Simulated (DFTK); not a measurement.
**CoO under changes of volume**

One of the cells (9.684 Å³/atom); the others are scaled copies at fixed shape and fractional positions:

```
Co O
1.0
     0.00000    2.13150    2.13150
     2.13150    0.00000    2.13150
     2.13150    2.13150    0.00000
Co O
1 1
Direct
  0.00000 0.00000 0.00000
  0.50000 0.50000 0.50000
```

* Program: DFTK 0.8.2
* Functional: LDA-PZ
* Potentials or basis: dojo.nc.sr.lda.v0_4_1.standard.upf (LDA)
* Cutoff: 1306 eV
* k mesh: 7 × 7 × 7
* Occupations: fermi-dirac, width 0.05 eV
* Spin: collinear spin, ferromagnetic start
* Starting moments: [2.0, 0.0] μB

```csv
volume (Å³/atom),energy over the lowest point (meV/atom),pressure (GPa),moment (μB per cell)
9.103,0.00,-12.6,2.56
9.297,17.79,-16.3,2.57
9.490,39.90,-19.3,2.61
9.684,65.22,-21.5,2.69
9.878,?,?,?
10.071,120.64,-24.7,2.91
10.265,151.14,-26.5,2.96
```

Question: What does the run at 9.878 Å³/atom give?

Answer: Energy over the lowest point 92.26 meV/atom; pressure -23.1 GPa; moment 2.81 μB per cell.

Worked out: A Birch-Murnaghan fit of order 3 (a polynomial in V^(-2/3)) to the other rows has no minimum within the range. It gives 92.17 meV/atom at 9.878 Å³/atom, against the run's 92.26, and -dE/dV = -23.3 GPa, against -23.1. A parabola through the other rows of the moment, of slope 0.462 μB per Å³/atom there, gives 2.77 μB, against the run's 2.81. The fit is too stiff a form for this range.

Energies are extrapolated to zero smearing.

Caveats: some runs use coarse meshes; the minimum lies outside the volumes run; a cell with one magnetic atom can't hold antiferromagnetic order, which such compounds often take.
